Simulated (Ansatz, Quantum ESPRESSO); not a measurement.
This is a calculation of Te (Tellurium) for Ansatz 0.2.0. 

File input.yaml:

```yaml
crystal:
  lattice:
    - [4.454, 0.0, 0.0]
    - [-2.227, 3.8572771485, 0.0]
    - [0.0, 0.0, 5.924]
  atoms:
    - { symbol: Te, position: [0.731, 0.731, 0.0] }
    - { symbol: Te, position: [0.0, 0.269, 0.6666666667] }
    - { symbol: Te, position: [0.269, 0.0, 0.3333333333] }
kpoints:
  mp_grid: { grid: [7, 7, 5] }
scf:
  occupations: { method: fermi_dirac, width: 0.05 }
hamiltonian:
  xc: pbesol
  pseudopotentials: { kind: all_electron, lapw: { basis_error: 0.001 } }
output:
  forces: true
  stress: true
  eigenvalues: true
  populations: true
```

Potentials or basis: all-electron LAPW, scalar-relativistic.

Run with:

```sh
$ ansatz run input.yaml --threads 2 --pin off --max-ram 8192MiB --backend cpu --events-out ev --progress --plain --runs-dir out
```

Question: Translate it to Quantum ESPRESSO 7.5. Potentials or basis there: GBRV 1.5 PBEsol, cutoff 612 eV.

Answer: As run (cutoffs and basis follow the program's own potentials, and thresholds, step limits or extra output files can differ):

pw.in

```
&CONTROL
  calculation = 'scf'
  prefix = 'pwscf'
  outdir = './tmp'
  pseudo_dir = './pseudo'
  tprnfor = .true.
  tstress = .true.
  disk_io = 'low'
/
&SYSTEM
  ibrav = 0
  celldm(1) = 8
  nat = 3
  ntyp = 1
  ecutwfc = 45
  ecutrho = 360
  nbnd = 15
  occupations = 'smearing'
  smearing = 'fd'
  degauss = 0.00367493
/
&ELECTRONS
  conv_thr = 6d-10
  electron_maxstep = 120
  mixing_beta = 0.5
/
ATOMIC_SPECIES
Te   127.6000 te_pbesol_v1.uspp.F.UPF
CELL_PARAMETERS alat
  1.0521050198854   0.0000000000000   0.0000000000000
 -0.5260525099427   0.9111496746803   0.0000000000000
  0.0000000000000   0.0000000000000   1.3993421952854
ATOMIC_POSITIONS crystal
Te     0.7310000000    0.7310000000    0.0000000000
Te     0.0000000000    0.2690000000    0.6666666667
Te     0.2690000000    0.0000000000    0.3333333333
K_POINTS automatic
7 7 5 0 0 0
```

pp_density.in

```
&INPUTPP
  prefix = 'pwscf'
  outdir = './tmp'
  filplot = 'density.dat'
  plot_num = 0
/
&PLOT
  nfile = 1
  filepp(1) = 'density.dat'
  iflag = 3
  output_format = 6
  fileout = 'density.cube'
/
```

File pp_potential.in:

```
&INPUTPP
  prefix = 'pwscf'
  outdir = './tmp'
  filplot = 'potential.dat'
  plot_num = 11
/
&PLOT
  nfile = 1
  filepp(1) = 'potential.dat'
  iflag = 3
  output_format = 6
  fileout = 'potential.cube'
/
```

Potentials or basis: GBRV 1.5 PBEsol.

Run with:

```console
$ OMP_NUM_THREADS=1 mpirun -n 2 pw.x -nk 2 -in pw.in > pw.out
$ OMP_NUM_THREADS=1 mpirun -n 1 pp.x -in pp_density.in > pp_density.out
$ OMP_NUM_THREADS=1 mpirun -n 1 pp.x -in pp_potential.in > pp_potential.out
```

Both were run:

|  | Ansatz | Quantum ESPRESSO |
| --- | --- | --- |
| Pressure | -0.9 GPa | -1.0 GPa |

Where Ansatz's input types no cutoff or centring, it takes its own default and a Γ-centred mesh.

Pressure is positive in compression.
